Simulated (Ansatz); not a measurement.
# InP: relativistic levels of theory

Aim: hold the cell of InP and change the physics step by step: no relativity; spin-orbit coupling on; point nuclei.

The COD entry's cell or inner coordinates are ideal or old and differ from later refinements, so a difference from it is no clean test against experiment.

Program: Ansatz 0.2.0. Level of theory: DFT, at the level named in each step. These are calculated values, not measurements.

1 further run of the same task is left out (it didn't finish). Runs told in other sessions of the task aren't counted.

### 1 The structure to begin with

Symmetry: F-43m, No. 216, cubic system. Conventional cell: a = 5.861 Å, b = 5.861 Å, c = 5.861 Å, α = 90.00°, β = 90.00°, γ = 90.00°. In (site symmetry -43m) has 4 P at 2.54 Å in its first shell of neighbours. P (site symmetry -43m) has 4 In at 2.54 Å in its first shell of neighbours.

Coordinates:

```cif
data_structure
_symmetry_space_group_name_H-M 'P 1'
_symmetry_Int_Tables_number 1
_cell_length_a 4.1444
_cell_length_b 4.1444
_cell_length_c 4.1444
_cell_angle_alpha 60.000
_cell_angle_beta 60.000
_cell_angle_gamma 60.000
_cell_volume 50.33
loop_
_atom_site_label
_atom_site_type_symbol
_atom_site_fract_x
_atom_site_fract_y
_atom_site_fract_z
_atom_site_occupancy
In1 In 0.00000 0.00000 0.00000 1
P1 P 0.75000 0.75000 0.75000 1
```

The cell comes from a crystallographic database entry that wasn't checked; take it as a given geometry, which may be far from equilibrium.

Atoms are numbered in the order of the input: In1, P2.

### 2 No relativity, LAPW

Contents of input.yaml:

```yaml
crystal:
  lattice:
    - [0.0, 2.9305, 2.9305]
    - [2.9305, 0.0, 2.9305]
    - [2.9305, 2.9305, 0.0]
  atoms:
    - { symbol: In, position: [0.0, 0.0, 0.0] }
    - { symbol: P, position: [0.75, 0.75, 0.75] }
kpoints:
  mp_grid: { grid: [11, 11, 11] }
  band_path:
    path:
      - [0.0, 0.0, 0.0]
      - [-0.5, -0.5, 0.0]
      - [-0.375, -0.375, 0.25]
      - [-0.375, 0.0, 0.375]
      - [0.0, 0.0, 0.0]
      - [0.0, 0.0, 0.5]
      - [-0.5, -0.25, 0.25]
      - [-0.5, -0.5, 0.0]
    npoints: 5
scf:
  occupations: { method: fermi_dirac, width: 0.03 }
hamiltonian:
  xc: pbe
  pseudopotentials:
    kind: all_electron
    lapw: { basis_error: 0.00025 }
    relativity: none
output:
  forces: true
  stress: true
  eigenvalues: true
```

Launch:

```bash
$ ansatz run input.yaml --threads 1 --pin off --max-ram 2048MiB --backend cpu --events-out ev --progress --plain --runs-dir out
```

### 3 Spin-orbit coupling on, LAPW

input.yaml, as its differences from that of step 2:

```diff
@@ -25,6 +25,3 @@
   xc: pbe
-  pseudopotentials:
-    kind: all_electron
-    lapw: { basis_error: 0.00025 }
-    relativity: none
+  pseudopotentials: { kind: all_electron, lapw: { basis_error: 0.00025 } }
 output:
@@ -33 +30,4 @@
   eigenvalues: true
+magnetization:
+  noncollinear: true
+  spin_orbit: true
```

### 4 Spin-orbit coupling on, PAW

input.yaml, as its differences from that of step 3:

```diff
@@ -25,3 +25,3 @@
   xc: pbe
-  pseudopotentials: { kind: all_electron, lapw: { basis_error: 0.00025 } }
+  pseudopotentials: { kind: paw_fr }
 output:
@@ -30,2 +30,3 @@
   eigenvalues: true
+  efg: { contact_densities: true }
 magnetization:
```

### 5 Point nuclei, LAPW

Contents of input.yaml:

```yaml
crystal:
  lattice:
    - [0.0, 2.9305, 2.9305]
    - [2.9305, 0.0, 2.9305]
    - [2.9305, 2.9305, 0.0]
  atoms:
    - { symbol: In, position: [0.0, 0.0, 0.0] }
    - { symbol: P, position: [0.75, 0.75, 0.75] }
kpoints:
  mp_grid: { grid: [11, 11, 11] }
scf:
  occupations: { method: fermi_dirac, width: 0.03 }
hamiltonian:
  xc: pbe
  pseudopotentials:
    kind: all_electron
    lapw: { basis_error: 0.00025 }
    nuclear_model: point
output:
  forces: true
  stress: true
  eigenvalues: true
```

### 6 Point nuclei, crystal datasets

input.yaml, as its differences from that of step 5:

```diff
@@ -14,6 +14,3 @@
   xc: pbe
-  pseudopotentials:
-    kind: all_electron
-    lapw: { basis_error: 0.00025 }
-    nuclear_model: point
+  pseudopotentials: { kind: all_electron, datasets: crystal, nuclear_model: point }
 output:
@@ -22 +19,2 @@
   eigenvalues: true
+  efg: { contact_densities: true }
```

(Steps that only read results are left out.)

**Question.** What will these runs give? Wanted: pressure, no relativity, LAPW; pressure, spin-orbit coupling on, LAPW; pressure, point nuclei, LAPW.

The runs gave:

| quantity | value |
| --- | --- |
| pressure, no relativity, LAPW | 4.83 GPa |
| pressure, spin-orbit coupling on, LAPW | 3.27 GPa |
| pressure, point nuclei, LAPW | 3.34 GPa |

**Reading.** Going from no relativity to the scalar-relativistic run with point nuclei moves the pressure by -1.49 GPa and the gap from 1.25 to 0.71 eV; the heaviest element has Z = 49. From that run, spin-orbit coupling moves the pressure by -0.07 GPa. With spin-orbit coupling, PAW lies less than 0.01 GPa from LAPW in pressure and less than 0.01 eV in the gap.

These are semilocal Kohn-Sham gaps, which aren't the measured quantity. Such gaps usually fall short of the measured ones.
